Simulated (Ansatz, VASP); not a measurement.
**Ca: VASP beside Ansatz**

```xyz
4
Lattice="3.8461 0.0000 0.0000 -1.5605 3.5153 0.0000 0.0000 0.0000 24.5635" Properties=species:S:1:pos:R:3 pbc="T T T"
Ca   -0.8182    3.0327    7.5000
Ca    1.4788    1.5392   10.6878
Ca    3.7758    0.0457   13.8756
Ca    0.6663    2.0674   17.0635
```

Alike in both runs: functional PBE; k mesh 8 × 8 × 1; occupations fermi-dirac, width 0.05 eV; no spin polarisation.

|  | VASP | Ansatz |
| --- | --- | --- |
| version | VASP 6.6.1 | Ansatz 0.2.0 |
| potentials or method | VASP PAW PBE potentials, release 64 (Ca_sv), cutoff 520 eV | all-electron LAPW, scalar-relativistic |
| task | single point | work function |

VASP gave:

- gap on the k mesh at the Fermi level (eV): none
- rms of the force components (eV/Å): 0.049

What did Ansatz give for the same quantities?

gap on the k mesh at the Fermi level (eV): none; rms of the force components (eV/Å): 0.050.

Atom by atom the forces differ by 0.001 eV/Å (rms over components). A gap of «none» marks a metal or a gap that the smearing closes. Ansatz ran all-electron here, so the differences hold the error of VASP's frozen core and of both bases.
